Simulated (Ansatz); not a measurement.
# Fe: biaxial strain in the a-b plane

One table from this session's results is given with a row withheld; the runs are named, their logs left out.

Program: Ansatz 0.2.0. Level of theory: DFT PBE, scalar-relativistic, plane waves, PAW. These are calculated values, not measurements.

2 further runs of the same task are left out: 2 set aside as unsound or not needed.

**The structure to begin with**

The structure is cubic, space group Im-3m (No. 229). Conventional cell: a = 2.832 Å, b = 2.832 Å, c = 2.832 Å, α = 90.00°, β = 90.00°, γ = 90.00°. Fe (site symmetry m-3m) is surrounded by 8 Fe at 2.45 Å.

As a file:

```cif
data_structure
_symmetry_space_group_name_H-M 'P 1'
_symmetry_Int_Tables_number 1
_cell_length_a 2.8317
_cell_length_b 2.8317
_cell_length_c 2.8317
_cell_angle_alpha 90.000
_cell_angle_beta 90.000
_cell_angle_gamma 90.000
_cell_volume 22.71
loop_
_atom_site_label
_atom_site_type_symbol
_atom_site_fract_x
_atom_site_fract_y
_atom_site_fract_z
_atom_site_occupancy
Fe1 Fe 0.00000 0.00000 0.00000 1
Fe2 Fe 0.50000 0.50000 0.50000 1
```

It goes back to an entry of the Materials Project, which need not be the stable form.

The unstrained cell comes from an earlier run at this level (2 atoms, E(σ→0) -8960.9726 eV, gap none (metal)).

Set-up of the first run:

Input file input.yaml:

```yaml
crystal:
  lattice:
    - [2.7892110244, 0.0, 0.0]
    - [0.0, 2.7892110244, 0.0]
    - [0.0, 0.0, 2.8571714961]
  atoms:
    - { symbol: Fe, position: [0.0, 0.0, 0.0], spin: 2.44 }
    - { symbol: Fe, position: [0.5, 0.5, 0.5], spin: 2.44 }
basis:
  ecutwfc: 420
kpoints:
  mp_grid: { grid: [14, 14, 14] }
hamiltonian:
  xc: pbe
scf:
  occupations: { method: gaussian, width: 0.1 }
output:
  forces: true
  stress: true
  eigenvalues: true
  populations: true
magnetization:
  spin_polarized: true
relax:
  adjacent_minimum: "off"
  f_tol: 0.008
  max_steps: 40
  cell: { stress_tol: 0.05, fix: [a, b, gamma] }
```

Among the steps run: At -1.5 %; The cell strained by +1.5 %; The cell strained by -3.0 %; The cell strained by +3.0 %; The cell strained by -4.5 %; Strain +4.5 %.

One of the session's tables, all rows but one given; the rest of the session is left out.

Lengths are those of the vectors of the cell that was run; stresses in GPa:

| strain (%) | ΔE (meV/atom) | a (Å) | b (Å) | c (Å) | moment (μB/cell) |
| --- | --- | --- | --- | --- | --- |
| -4.5 | 40.9 | 2.704 | 2.704 | 3.008 | 4.30 |
| -3.0 | ? | ? | ? | ? | ? |
| -1.5 | 4.6 | 2.789 | 2.789 | 2.877 | 4.29 |
| +0.0 | 0.0 | 2.832 | 2.832 | 2.832 | 4.34 |
| +1.5 | 4.6 | 2.874 | 2.874 | 2.791 | 4.39 |
| +3.0 | 18.1 | 2.917 | 2.917 | 2.754 | 4.45 |
| +4.5 | 37.9 | 2.959 | 2.959 | 2.720 | 4.57 |

Estimate the missing values for strain (%) = -3.0.

Worked estimate for «ΔE (meV/atom)». A straight line through the neighbours (-4.5, 40.9) and (-1.5, 4.6) gives 40.9 + (4.6 − 40.9) × (-3.0 + 4.5) / (-1.5 + 4.5) = 22.8; a parabola fitted to 3 rows on both sides gives 18.2.

**Answer.** ΔE (meV/atom): 18.3; a (Å): 2.747; b (Å): 2.747; c (Å): 2.935; moment (μB/cell): 4.28. In «ΔE (meV/atom)» the line misses by +4.5 and the parabola by -0.1.

ΔE is over the unstrained cell. Stress in GPa, positive in compression, on the Cartesian axes of the input. 
